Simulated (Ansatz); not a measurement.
# BP (F-43m): equation of state

An exercise on one series of results from a longer session: the logs are not shown, and one member is left open.

Program: Ansatz 0.2.0. Level of theory: DFT PBE, scalar-relativistic, plane waves, PAW. These are calculated values, not measurements.

1 further run of the same task is left out (it didn't finish). Runs told in other sessions of the task aren't counted.

**Starting point**

The structure is cubic, space group F-43m (No. 216). The conventional cell has a = 4.548 Å, b = 4.548 Å, c = 4.548 Å, α = 90.00°, β = 90.00°, γ = 90.00°. B (site symmetry -43m) is surrounded by 4 P at 1.97 Å. P (site symmetry -43m) has 4 B at 1.97 Å in its first shell of neighbours.

Structure file:

```cif
data_structure
_symmetry_space_group_name_H-M 'F-43m'
_symmetry_Int_Tables_number 216
_cell_length_a 4.5484
_cell_length_b 4.5484
_cell_length_c 4.5484
_cell_angle_alpha 90.000
_cell_angle_beta 90.000
_cell_angle_gamma 90.000
_cell_volume 94.10
loop_
_atom_site_label
_atom_site_type_symbol
_atom_site_symmetry_multiplicity
_atom_site_Wyckoff_symbol
_atom_site_fract_x
_atom_site_fract_y
_atom_site_fract_z
_atom_site_occupancy
B1 B 4 a 0.00000 0.00000 0.00000 1
P1 P 4 c 0.25000 0.25000 0.25000 1
```

This cell comes from an earlier session at PBE: 11.762 Å³/atom at 0.00 GPa, on a 12×12×12 mesh.

Volume factors to run: 0.980, 1.020, 0.960, 1.040.

The first run:

Contents of input.yaml:

```yaml
crystal:
  lattice:
    - [0.0, 2.2589476787, 2.2589476787]
    - [2.2589476787, 0.0, 2.2589476787]
    - [2.2589476787, 2.2589476787, 0.0]
  atoms:
    - { symbol: B, position: [0.0, 0.0, 0.0] }
    - { symbol: P, position: [0.75, 0.75, 0.75] }
basis:
  ecutwfc: 420
  ecutrho_ratio: 4
kpoints:
  mp_grid: { grid: [12, 12, 12] }
hamiltonian:
  xc: pbe
scf:
  occupations: { method: gaussian, width: 0.05 }
output:
  forces: true
  stress: true
  eigenvalues: true
```

The run is started by

```
ansatz run input.yaml --threads 2 --pin off --max-ram 2662MiB --backend cpu --events-out ev --progress --plain --runs-dir out
```

Among the steps run: Scaling the volume by 0.980; Volume × 1.020; Scaling the volume by 0.960; At 1.040 of the relaxed volume.

One of the session's tables, all rows but one given; the rest of the session is left out.

It belongs to the step «The fit». 

| volume (Å³/atom) | energy (meV/atom) | pressure (GPa) | gap (eV) |
| --- | --- | --- | --- |
| 11.292 | 10.16 | 7.14 | 1.19 |
| 11.527 | 2.46 | 3.40 | 1.22 |
| 11.762 | 0.00 | 0.00 | 1.25 |
| 11.998 | ? | ? | ? |
| 12.233 | 8.94 | -5.89 | 1.30 |

Estimate the missing values for volume (Å³/atom) = 11.998.

Worked estimate for «energy (meV/atom)». A straight line through the neighbours (11.762, 0.00) and (12.233, 8.94) gives 0.00 + (8.94 − 0.00) × (11.998 − 11.762) / (12.233 − 11.762) = 4.48; a parabola fitted to 3 rows on both sides gives 2.17.

As computed: energy (meV/atom): 2.31; pressure (GPa): -3.09; gap (eV): 1.28. In «energy (meV/atom)» the line misses by +2.17 and the parabola by -0.14.
